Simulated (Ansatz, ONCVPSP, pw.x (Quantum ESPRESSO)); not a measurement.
## From atom to crystal: ONCV potential for zirconium (Zr)

- Element: Zr
- Generator: ONCVPSP 4.0.1.1 (patched build)
- Type: optimised norm-conserving Vanderbilt (ONCV)
- Functional: PBEsol
- Relativity: scalar-relativistic
- Frozen core: [Kr]
- Valence charge: 4
- Reference configuration: 4d2 5s2
- Partial waves: 5s: rc 3.25 bohr, ncon 3, nbas 7, qcut 1.7 1/bohr, 3 projectors, debl 1.1 Ha; p scattering state at 0.09 Ha: rc 2.75 bohr, ncon 4, nbas 7, qcut 3.1 1/bohr, 1 projector; 4d: rc 2.30 bohr, ncon 4, nbas 8, qcut 5.3 1/bohr, 2 projectors, debl 3.5 Ha
- Local potential: polynomial inside 1.55 bohr (lpopt 2, dvloc0 4 Ha)
- Core correction: Teter function, fcfact 5, rcfact 1.7

In the p channel the program set the typed energies aside and used 0.050 Ha.

Atomic tests: cutoffs needed: 11 Ha and 14 Ha (the cutoffs (Ha) at which the residual kinetic energy of the hardest occupied pseudo-wave falls to 1 and 0.1 mHa per electron); ghost test: no bound ghost flagged; GHOST(+) flagged for s at 114.7 eV; largest excitation error: -1257 meV (all-electron minus pseudo) for 4d1 5s0, out of 4 test configurations.

Crystal test: bcc Zr in pw.x 7.5, no spin, 13³ k-points, Fermi–Dirac smearing 0.01 Ry, cutoffs 50/200 Ry. The reference is all-electron LAPW (Ansatz 0.2.0) with the same functional, mesh and smearing; V0 and B0 come from Birch–Murnaghan fits to the pressures at five volumes. Errors are pseudo minus all-electron; Δ is the rms difference of the E(V) curves that follow from these fits, minima aligned, over ±6 % about the mean V0. Mesh and smearing are coarse, so the numbers serve the comparison and aren't converged zero-temperature values; the lattice is a test structure that the element need not adopt.

```csv
V (Å³/atom),P all-electron (GPa),P pseudo (GPa)
21.067,4.13,9.86
21.622,1.50,6.21
22.176,-0.86,2.93
22.730,-2.98,0.01
23.285,-4.88,-2.60
```

All-electron: a0 = 3.529 Å (V0 = 21.97 Å³/atom), B0 = 92.2 GPa.

Pseudopotential: mean pressure error (GPa): +3.90; a0 (Å): 3.569; a0 error (%): +1.15; B0 error (%): +22.9; Δ (meV/atom): 17.9. The largest radius (3.25 bohr) exceeds half the bond length (2.90 bohr), so the spheres overlap, which is one possible source of error among others. This is a poor potential for the solid.

At the middle volume, how do free energy and pressure move when the wave cutoff is lowered (ecutrho kept at four times it)?

| cutoff (Ry) | shift of F (meV/atom) | shift of P (GPa) |
| --- | --- | --- |
| 22 | +96.7 | -3.60 |
| 30 | +15.9 | -0.15 |
| 40 | +1.0 | -0.03 |

Input at the middle volume:

```
&control
  calculation='scf', prefix='x', pseudo_dir='./', outdir='./tmp', tstress=.true., disk_io='none'
/
&system
  ibrav=0, nat=1, ntyp=1, ecutwfc=50, ecutrho=200, nbnd=9,
  occupations='smearing', smearing='fd', degauss=0.01
/
&electrons
  conv_thr=1e-09, mixing_beta=0.4, electron_maxstep=70
/
ATOMIC_SPECIES
Zr 1.0 Zr.UPF
CELL_PARAMETERS angstrom
  -1.76986880 1.76986880 1.76986880
  1.76986880 -1.76986880 1.76986880
  1.76986880 1.76986880 -1.76986880
ATOMIC_POSITIONS crystal
Zr 0.0000 0.0000 0.0000
K_POINTS automatic
13 13 13 0 0 0
```

```bash
pw.x < Zr.scf.in > Zr.scf.out
```

Lines of the output:

```
Message from routine setup:
     using ibrav=0 with symmetry is DISCOURAGED, use correct ibrav instead
     lattice parameter (alat)  =       5.7930  a.u.
     unit-cell volume          =     149.6511 (a.u.)^3
     number of electrons       =         4.00
     number of Kohn-Sham states=            9
     kinetic-energy cutoff     =      50.0000  Ry
     charge density cutoff     =     200.0000  Ry
     scf convergence threshold =      1.0E-09
     Exchange-correlation= PBESOL
     number of k points=    84  Fermi-Dirac smearing, width (Ry)=  0.0100
     iteration #  1     ecut=    50.00 Ry     beta= 0.40
     total energy              =      -8.68308184 Ry
     estimated scf accuracy    <       0.00203615 Ry
     iteration #  2     ecut=    50.00 Ry     beta= 0.40
     total energy              =      -8.68297904 Ry
     estimated scf accuracy    <       0.00036664 Ry
     iteration #  3     ecut=    50.00 Ry     beta= 0.40
     total energy              =      -8.68304673 Ry
     estimated scf accuracy    <       0.00000691 Ry
     iteration #  4     ecut=    50.00 Ry     beta= 0.40
     total energy              =      -8.68304748 Ry
     estimated scf accuracy    <       0.00000141 Ry
     iteration #  5     ecut=    50.00 Ry     beta= 0.40
     total energy              =      -8.68304771 Ry
     estimated scf accuracy    <          2.3E-09 Ry
     iteration #  6     ecut=    50.00 Ry     beta= 0.40
     total energy              =      -8.68304772 Ry
     estimated scf accuracy    <          1.9E-09 Ry
     iteration #  7     ecut=    50.00 Ry     beta= 0.40
     the Fermi energy is     8.8933 ev
!    total energy              =      -8.68304772 Ry
     estimated scf accuracy    <          2.6E-10 Ry
     smearing contrib. (-TS)   =      -0.00792974 Ry
     The total energy is F=E-TS. E is the sum of the following terms:
     one-electron contribution =       5.61052955 Ry
     hartree contribution      =       0.04107399 Ry
     xc contribution           =      -5.62189810 Ry
     ewald contribution        =      -8.70482342 Ry
     convergence has been achieved in   7 iterations
          total   stress  (Ry/bohr**3)                   (kbar)     P=       29.34
     Message from routine punch:
     Nothing written, as per user request (disk_io='none')
```

The run at the middle volume (84 k-points, 7 iterations) took about 12 s on one core of a shared host (Intel(R) Xeon(R) Platinum 8259CL CPU @ 2.50GHz, 96 threads, 755 GiB, load 33).
